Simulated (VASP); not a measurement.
Runs of VASP 6.6.1 on GaAs. The structure is cubic, space group F-43m (No. 216). Conventional cell: a = 5.654 Å, b = 5.654 Å, c = 5.654 Å, α = 90.00°, β = 90.00°, γ = 90.00°. As (site symmetry -43m) is surrounded by 4 Ga at 2.45 Å. Ga (site symmetry -43m) has 4 As at 2.45 Å as nearest neighbours. 

```tsv
task	level	cell	cutoff (eV)	smearing	gap on the mesh (eV)	pressure (GPa)	relaxed volume (Å³/atom)
band structure	revTPSS	as given	520	fermi-dirac 0.05 eV	0.71	0.5	-
relaxation of cell and atoms	vdW-DF	relaxed	600	fermi-dirac 0.05 eV	none	0.0	24.96
relaxation of cell and atoms	optPBE-vdW	relaxed	600	fermi-dirac 0.05 eV	none	0.0	24.08
relaxation of cell and atoms	vdW-DF2	relaxed	600	fermi-dirac 0.05 eV	none	0.0	(b)
single point	PBE	as given	520	gaussian 0.013 eV	(a)	3.4	-
```

Alike in all rows: potentials or basis VASP PAW PBE potentials, release 64 (As, Ga_d); no spin polarisation; k mesh 8 × 8 × 8.

Estimate the missing entries.

(a) 0.52; (b) 25.98.

Caveats: the PAW data sets were made with another functional, which shifts forces and pressure a little (some runs); this crystal is a semiconductor, whose small gap the functional closes, so the metal is an error of the method (some runs); the volume moved by +10 % from the deposited cell, more than functionals usually miss (some runs); the volume moved by over 15 % at a fixed basis, so the end points are rough (some runs); the volume moved by +15 % from the deposited cell, more than functionals usually miss (some runs).

A k mesh can miss the band edges, and the runs leave out spin-orbit coupling on As, Ga.

A gap of «none» marks a metal or a gap under the smearing width.
